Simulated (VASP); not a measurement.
Here is a VASP 6.6.1 calculation.

Contents of INCAR:

```
SYSTEM = Au
ALGO     = Normal         ! electronic algorithm
EDIFF    = 1E-6           ! SCF threshold, eV
ENCUT    = 520            ! plane-wave cutoff, eV
GGA      = PE             ! functional
ISIF     = 2              ! what is computed and relaxed
ISMEAR   = 0              ! smearing method
LASPH    = .TRUE.         ! aspherical terms in the spheres
LCHARG   = .FALSE.        ! write CHGCAR
LREAL    = .FALSE.        ! projectors in reciprocal space
LWAVE    = .FALSE.        ! write WAVECAR
NBANDS   = 48             ! bands
NELM     = 80             ! most SCF steps
PREC     = Accurate       ! precision mode
SIGMA    = 0.1            ! smearing width, eV
```

Contents of KPOINTS:

```
k-points
0
G
  3 3 3
  0 0 0
```

POSCAR

```
Au
1.0
    0.0000000000      4.1384880000      4.1384880000
    4.1384880000      0.0000000000      4.1384880000
    4.1384880000      4.1384880000      0.0000000000
Au
7
Direct
   -0.0070208008      0.0230839137     -0.0320173696
    0.0076687428      0.4861785270      0.0271845660
    0.0003207693      0.6196295604      0.4975760471
    0.5002817454     -0.0089228240     -0.0023941111
    0.4707483748      0.0231124266      0.4902284361
    0.5003729623      0.5032032230     -0.0024843614
    0.5299066954      0.4861675327      0.5048987698
```

Potentials or basis: VASP PAW PBE potentials, release 64 (Au).

Run with:

```bash
$ cat potpaw_PBE.64/Au/POTCAR > POTCAR
$ mpirun -np 1 vasp_std > vasp.out
```

Estimate the pressure.

-3.2 GPa.

Estimate the largest force.

0.673 eV/Å.

Stress tensor (GPa, compression positive):
```
-3.43  0.00 -0.46
 0.00 -2.73  0.00
-0.46  0.00 -3.42
```

Caveat: the k mesh is coarse (spacing up to 0.44 Å⁻¹), so the values aren't converged. Spin-orbit coupling is left out, which matters for the levels of Au.
